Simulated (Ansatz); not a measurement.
Theory: DFT PBE, scalar-relativistic, plane waves, PAW (Ansatz). All cells share a 420 eV cutoff and Γ-centred k meshes spaced at most about 0.3 Å⁻¹ (about 0.25 or finer for metals, 2π included). No spin polarisation.

These are static total energies at zero pressure.

Two relaxed structures of SnGe5:

A.

```xyz
6
Lattice="5.5151 0.0000 0.0000 -2.7576 4.7763 0.0000 0.0000 0.0000 5.0439" Properties=species:S:1:pos:R:3 pbc="T T T"
Sn    0.0000    0.0000    0.0000
Ge    0.0000    3.1842    0.0000
Ge    2.7576    1.5921    0.0000
Ge    2.7576    0.0000    2.5220
Ge    1.3788    2.3881    2.5220
Ge   -1.3788    2.3881    2.5220
```

B.

```xyz
6
Lattice="3.1530 0.0000 0.0000 -1.5765 2.7306 0.0000 0.0000 0.0000 14.7225" Properties=species:S:1:pos:R:3 pbc="T T T"
Sn    0.0000    0.0000    0.0000
Ge    1.5765    0.9102    9.7510
Ge    0.0000    0.0000    7.3613
Ge    0.0000    1.8204    4.9715
Ge    1.5765    0.9102    2.7469
Ge    0.0000    1.8204   11.9757
```

**Question.** Which is lower in energy, and by how much?

**Answer.** B is lower, by 45 meV/atom. A has the CaCu5 type, space group P6/mmm (No. 191), 22.1 Å³/atom and no gap on its mesh; B has Sn and Ge ordered on fcc sites, space group P-3m1 (No. 164), 21.1 Å³/atom and no gap. Counting Ge atoms around Sn (those within 1.25 times the shortest such distance or 1.15 times the sum of covalent radii; a plus sign parts nearer from farther groups; the shortest distance is added where it is long for a bond), A has Sn 6+12 from 3.2 Å and B has Sn 6 from 3.3 Å. The denser one is the lower, and pressure would at first widen the difference. Even the lower one lies +0.30 eV/atom against the reference forms of the elements (uncorrected), so neither is stable at this level. Both come from invented guesses. The lowest form computed isn't among them: it has space group Pmmm (No. 47), 20.8 Å³/atom and lies 24 meV/atom below the best shown.

Cells relaxed within their symmetry can be saddle points. Some candidate types were left out of the draw beforehand, so a known form may be missing.

Both structures give up the tetrahedral covalent network that suits group 14 elements with four valence electrons per atom, which is probably the main reason even B lies 0.30 eV/atom above the elements. Sn and Ge are too alike in electronegativity for charge transfer to repay that loss. The preference for B over A is thus a choice between two unfavourable metallic packings. The CaCu5 type usually pairs a large electropositive atom with much smaller partners, and Sn is probably too small and too weakly electropositive to fill that role, consistent with the larger volume of A. In B, Sn shares the in-plane spacing of the Ge layers, and its size is accommodated by wider gaps to the layers above and below. The Pmmm form recovers only a small part of the energy deficit, in keeping with the known lack of ordered Sn–Ge compounds at ambient pressure. None of this argues against metastable Ge-rich alloys on the diamond lattice, which are known as epitaxial films and keep the tetrahedral bonding.
